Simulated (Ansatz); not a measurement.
Deforming Bi2Te3

```
Bi Te
1.0
     2.19300    1.26613   10.16567
    -2.19300    1.26613   10.16567
     0.00000   -2.53226   10.16567
Bi Te
2 3
Direct
  0.40000 0.40000 0.40000
  0.60000 0.60000 0.60000
  0.00000 0.00000 0.00000
  0.20950 0.20950 0.20950
  0.79050 0.79050 0.79050
```

Atoms are numbered in the order listed.

The cell is COD entry 9011962, as deposited and not checked against the literature; nothing was relaxed.

Spin–orbit coupling is left out, though it moves levels of the heavy atoms by tenths of an eV or more.

All numbers below come from Ansatz 0.2.0, DFT, PBEsol, all-electron LAPW, scalar-relativistic.

Numerical set-up: a Γ-centred 7×7×7 k mesh, Fermi–Dirac smearing of 0.08 eV, basis error target 1 meV/atom, no spin polarisation.

The unchanged cell is at -0.58 GPa.

x, y and z are the Cartesian axes of the cell as listed; fractional coordinates follow a strain, and an engineering shear is twice the off-diagonal strain component.

Task: One change gave: energy change under 1 meV/atom; stress change (xx, yy, zz, yz, xz, xy) -0.26, 0.28, 0.01, 0.54, 0.26, 0.06 GPa, compression positive; change of the force on Te4 (-0.033, -0.066, -0.001) eV/Å. Which change was it?
A. equal xy, yz and zx engineering shear strains of +3 %
B. equal xy, yz and zx engineering shear strains of +1 %
C. equal xy, yz and zx engineering shear strains of -2 %
D. equal xy, yz and zx engineering shear strains of +2 %
E. equal xy, yz and zx engineering shear strains of -3 %
F. equal xy, yz and zx engineering shear strains of -1 %

Result: F. For equal xy, yz and zx engineering shear strains of -2 %: energy change +4 meV/atom; stress change (xx, yy, zz, yz, xz, xy) -0.51, 0.59, 0.04, 1.09, 0.51, 0.12 GPa, compression positive; change of the force on Te4 (-0.064, -0.133, -0.002) eV/Å. For equal xy, yz and zx engineering shear strains of +1 %: energy change under 1 meV/atom; stress change (xx, yy, zz, yz, xz, xy) 0.27, -0.25, 0.01, -0.53, -0.28, -0.06 GPa, compression positive; change of the force on Te4 (0.034, 0.065, -0.001) eV/Å. For equal xy, yz and zx engineering shear strains of +3 %: energy change +8 meV/atom; stress change (xx, yy, zz, yz, xz, xy) 0.82, -0.65, 0.09, -1.56, -0.87, -0.16 GPa, compression positive; change of the force on Te4 (0.104, 0.191, -0.006) eV/Å. For equal xy, yz and zx engineering shear strains of -3 %: energy change +8 meV/atom; stress change (xx, yy, zz, yz, xz, xy) -0.76, 0.94, 0.09, 1.65, 0.74, 0.17 GPa, compression positive; change of the force on Te4 (-0.095, -0.202, -0.006) eV/Å. For equal xy, yz and zx engineering shear strains of +2 %: energy change +4 meV/atom; stress change (xx, yy, zz, yz, xz, xy) 0.54, -0.46, 0.04, -1.05, -0.57, -0.11 GPa, compression positive; change of the force on Te4 (0.069, 0.129, -0.003) eV/Å.
